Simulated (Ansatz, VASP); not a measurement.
# MgO: VASP beside Ansatz

```xyz
2
Lattice="0.0000 2.1351 2.1351 2.1351 0.0000 2.1351 2.1351 2.1351 0.0000" Properties=species:S:1:pos:R:3 pbc="T T T"
Mg    0.0000    0.0000    0.0000
O     2.1351    2.1351    2.1351
```

Alike in both runs: task single point; functional revPBE; k mesh 10 × 10 × 10; occupations gaussian, width 0.05 eV; no spin polarisation.

|  | VASP | Ansatz |
| --- | --- | --- |
| version | VASP 6.6.1 | Ansatz 0.2.0 |
| potentials or method | VASP PAW PBE potentials, release 64 (Mg, O) | scalar-relativistic, plane waves, PAW |
| plane-wave cutoff (eV) | 520 | 420 |
| valence electrons in the cell | 8 | 16 |

|  | VASP | Ansatz | Ansatz less VASP |
| --- | --- | --- | --- |
| gap on the k mesh at the Fermi level (eV) | 4.42 | 4.44 | +0.023 |
| least direct gap on the mesh (eV) | 4.42 | 4.44 | +0.023 |
| pressure (GPa) | 1.0 | 1.9 | +0.90 |

The two sets of potentials don't hold the same shells in valence.

Caveats: the PAW data sets were made with another functional, which shifts forces and pressure a little (VASP). As with any semilocal functional, this revPBE gap is likely too small.
